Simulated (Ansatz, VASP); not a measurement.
HfB2: VASP beside Ansatz

Contents of INCAR:

```
SYSTEM = HfB2
PREC     = Accurate       ! precision mode
ENCUT    = 520            ! plane-wave cutoff, eV
EDIFF    = 1E-7           ! SCF threshold, eV
ISMEAR   = 0              ! smearing method
SIGMA    = 0.05           ! smearing width, eV
LREAL    = .FALSE.        ! projectors in reciprocal space
LASPH    = .TRUE.         ! aspherical terms in the spheres
NELM     = 60             ! most SCF steps
ALGO     = Normal         ! electronic algorithm
ISIF     = 2              ! what is computed and relaxed
LWAVE    = .FALSE.        ! write WAVECAR
LCHARG   = .FALSE.        ! write CHGCAR
GGA      = PE             ! functional
NBANDS   = 15             ! bands
```

The input KPOINTS:

```
regular mesh
0
G
  18 18 12
  0 0 0
```

The input POSCAR:

```
HfB2
1.0
    3.1400000000      0.0000000000      0.0000000000
   -1.5700000000      2.7193197700      0.0000000000
    0.0000000000      0.0000000000      3.4800000000
Hf B
1 2
Direct
    0.0000000000      0.0000000000      0.0000000000
    0.3333333300      0.6666666700      0.5000000000
    0.6666666700      0.3333333300      0.5000000000
```

Input for Ansatz:

```yaml
crystal:
  lattice:
    - [3.14, 0.0, 0.0]
    - [-1.57, 2.71931977, 0.0]
    - [0.0, 0.0, 3.48]
  atoms:
    - { symbol: Hf, position: [0.0, 0.0, 0.0] }
    - { symbol: B, position: [0.33333333, 0.66666667, 0.5] }
    - { symbol: B, position: [0.66666667, 0.33333333, 0.5] }
basis:
  ecutwfc: 420
kpoints:
  mp_grid: { grid: [18, 18, 12] }
hamiltonian:
  xc: pbe
scf:
  occupations: { method: gaussian, width: 0.05 }
output:
  forces: true
  eigenvalues: true
  eigenstates:
    nscf_kmesh: { grid: [30, 30, 24] }
    top_band: c6
    de_dk: true
    localisation: true
  stress: true
checkpoint:
  write: ck
  compress: false
  write_wavefunctions: false
  write_every: 100000
```

Alike in both runs: task single point; functional PBE; k mesh 18 × 18 × 12; occupations gaussian, width 0.05 eV; no spin polarisation.

|  | VASP | Ansatz |
| --- | --- | --- |
| version | VASP 6.6.1 | Ansatz 0.2.0 |
| potentials or method | VASP PAW PBE potentials, release 64 (Hf_pv, B) | scalar-relativistic, plane waves, PAW |
| plane-wave cutoff (eV) | 520 | 420 |
| valence electrons in the cell | 16 | 32 |

Ansatz gave:

| Property | Result |
| --- | --- |
| pressure (GPa) | 1.3 |
| largest component of the traceless stress (GPa) | 0.12 |

Question: What did VASP give for the same quantities?

Answer: Pressure (GPa): 1.0; largest component of the traceless stress (GPa): 0.07.

The two sets of potentials don't hold the same shells in valence.

Spin-orbit coupling is left out, which matters for the levels of Hf.
